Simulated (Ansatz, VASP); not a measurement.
## Au in VASP and in Ansatz

```xyz
3
Lattice="3.9820 0.0000 0.0000 0.0000 3.9820 0.0000 0.0000 0.0000 3.9820" Properties=species:S:1:pos:R:3 pbc="T T T"
Au    1.9910    0.0000    0.0000
Au    0.0000    1.9910    0.0000
Au    0.0000    0.0000    1.9910
```

Alike in both runs: functional PBE; k mesh 12 × 12 × 12; occupations gaussian, width 0.1 eV; no spin polarisation.

Ansatz relaxed the structure, and its values are those at the end. VASP's run is a single point on that final structure, the one shown.

```csv
,VASP,Ansatz
version,VASP 6.6.1,Ansatz 0.2.0
potentials or method,"VASP PAW PBE potentials, release 64 (Au)","scalar-relativistic, plane waves, PAW"
plane-wave cutoff (eV),520,420
valence electrons in the cell,33,57
```

|  | VASP | Ansatz | Ansatz less VASP |
| --- | --- | --- | --- |
| gap on the k mesh at the Fermi level (eV) | none | none | - |
| pressure (GPa) | -0.2 | 0.0 | +0.19 |

A gap of «none» marks a metal or a gap that the smearing closes. With one functional, cell and mesh, what is left measures potentials, basis and numerics. The two sets of potentials don't hold the same shells in valence.

The runs have no spin-orbit coupling, so splittings on Au are missing.
